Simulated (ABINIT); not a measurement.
Runs of ABINIT 10.8.3 (patched build) on Si2Ni. It takes space group Fm-3m (No. 225, cubic). Conventional cell: a = 5.406 Å, b = 5.406 Å, c = 5.406 Å, α = 90.00°, β = 90.00°, γ = 90.00°. Ni (site symmetry m-3m) has 8 Si at 2.34 Å as nearest neighbours. Around Si (site symmetry -43m) lie 4 Ni at 2.34 Å. 

```csv
task,level,potentials or basis,k mesh,cutoff (eV),fine-grid cutoff,most SCF steps,mesh quality,gap on the mesh (eV),pressure (GPa),moment (μB),V0 of scaled cells (Å³/atom),B0 (GPa)
single point,LDA,JTH PAW LDA v2.0,5 × 5 × 5,816,1414.99 eV,-,coarse,none,-,0.00,-,-
single point,PBEsol,JTH PAW PBE v2.0,9 × 9 × 9,1116,1714.32 eV,-,not flagged,none,-0.6,0.00,-,-
single point,LDA,JTH PAW LDA v2.0,7 × 7 × 7,816,1414.99 eV,-,not flagged,none,-,0.00,-,-
equation of state,PBEsol,JTH PAW PBE v2.0,6 × 6 × 6,1116,1714.32 eV,-,not flagged,-,-,-,13.13,162
single point,LDA,JTH PAW LDA v2.0,4 × 4 × 4,816,1414.99 eV,-,coarse,none,-,0.00,-,-
single point,PBE,JTH PAW PBE v2.0,9 × 9 × 9,1116,1714.32 eV,-,not flagged,none,4.1,0.00,-,-
single point,B3LYP,SPMS NC PBE v1.0,3 × 3 × 3,980,-,60,coarse,-,13.2,0.22,-,-
equation of state,PBEsol,PseudoDojo NC SR PBEsol v0.4.1 standard,9 × 9 × 9,1333,-,-,not flagged,-,-,-,13.09,155
equation of state,LDA,JTH PAW LDA v2.0,5 × 5 × 5,1116,1714.32 eV,-,coarse,-,-,-,(a),(c)
equation of state,PBE,JTH PAW PBE v2.0,9 × 9 × 9,1116,1714.32 eV,-,not flagged,-,-,-,(b),144
band structure,PBEsol,JTH PAW PBE v2.0,8 × 8 × 8,1116,1714.32 eV,-,not flagged,none,-1.3,0.00,-,-
```

Alike in all rows: spin collinear, ferromagnetic start; cell as given; smearing fermi-dirac 0.05 eV.

Task: Estimate the missing entries.

Result: (a) 12.85; (b) 13.53; (c) 173.

Caveats: some runs use coarse meshes; small starting moments can end in a higher magnetic state in this program (some runs); pressures at fixed basis lie under the slope of the energies (some runs); the PAW data sets were made with another functional, which shifts forces and pressure a little (some runs); exact exchange is summed on a coarse mesh, which widens gaps by tenths of an eV (some runs); the potentials were made for another functional, which shifts forces and pressure (some runs).

A k mesh can miss the band edges.

A gap of «none» marks a metal or a gap under the smearing width.

Not every run made on this cell is shown here.
